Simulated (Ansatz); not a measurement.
Level of theory: DFT PBE, scalar-relativistic, plane waves, PAW, and for the lanthanide a 4f-in-core norm-conserving potential (Ansatz). All cells share a 770 eV cutoff and Γ-centred k meshes spaced at most about 0.3 Å⁻¹ (about 0.25 or finer for metals, 2π included). No spin polarisation.

Each guess is relaxed in cell and atoms at zero pressure, on a coarse mesh first where it starts far from rest and then on a converged one. The steps can't lower the symmetry of the start, but it can rise. Energies are static (0 K, no zero-point motion).

Two unrelaxed guesses for Er3H:

Guess 1.

Space group Fm-3m (No. 225). a = 7.414 Å, b = 7.414 Å, c = 7.414 Å, α = 90.00°, β = 90.00°, γ = 90.00°
| atom | site | symmetry | x | y | z |
| --- | --- | --- | --- | --- | --- |
| Er | 8c | -43m | 0.2500 | 0.2500 | 0.7500 |
| Er | 4b | m-3m | 0.5000 | 0.0000 | 0.0000 |
| H | 4a | m-3m | 0.0000 | 0.0000 | 0.0000 |

Guess 2.

Space group Pm-3m (No. 221). a = 4.644 Å, b = 4.644 Å, c = 4.644 Å, α = 90.00°, β = 90.00°, γ = 90.00°
```
atom  site  symmetry       x       y       z
  Er    3c    4/mm.m  0.0000  0.5000  0.5000
   H    1a      m-3m  0.0000  0.0000  0.0000
```

Question: Where do they end, and which end is lower?

Answer: Guess 2 ends lower, by 90 meV/atom. Guess 1: Fm-3m at 25.5 Å³/atom → Fm-3m (BiF3 (D0_3) type) at 25.5 Å³/atom; Guess 2: Pm-3m at 25.0 Å³/atom → Pm-3m (Cu3Au (L1_2) type) at 25.2 Å³/atom. Counting Er atoms around H (those within 1.25 times the shortest such distance or 1.15 times the sum of covalent radii, 1.27 where that leaves under three; a plus sign parts nearer from farther groups; the shortest distance is added where it exceeds 1.18 times the sum of covalent radii), the end of guess 1 has H 8+6 from 3.2 Å and the end of guess 2 has H 12 from 3.3 Å. End of guess 1. Conventional cell: a = 7.418 Å. Around Er on a site of symmetry -43m lie 4 Er at 3.21 Å, 4 H at 3.21 Å and 6 Er at 3.71 Å; Er on a site of symmetry m-3m is surrounded by 8 Er at 3.21 Å and 6 H at 3.71 Å; H is surrounded by 8 Er at 3.21 Å and 6 Er at 3.71 Å. End of guess 2. Conventional cell: a = 4.655 Å. Er is surrounded by 4 H at 3.29 Å and 8 Er at 3.29 Å; H is surrounded by 12 Er at 3.29 Å.

Ends held by symmetry can be saddle points. Neither end is the lowest form computed: that has space group P6_3/mmc (No. 194) and lies 0.45 eV/atom below the better end. Even the lowest of the cells shown lies +0.68 eV/atom against the elements. With hydrogen, zero-point motion can shift such differences by 10 meV/atom or more. Some types were kept out of the candidates beforehand, so the set may lack a known form.

The lanthanide is trivalent by construction, without f bands, f moments or other valences. The reference runs of the other elements, and any phases without the lanthanide, used 420 eV, which shifts energies against them by under 10 meV/atom. The lanthanide's reference is the lowest of its hcp, dhcp and fcc cells.
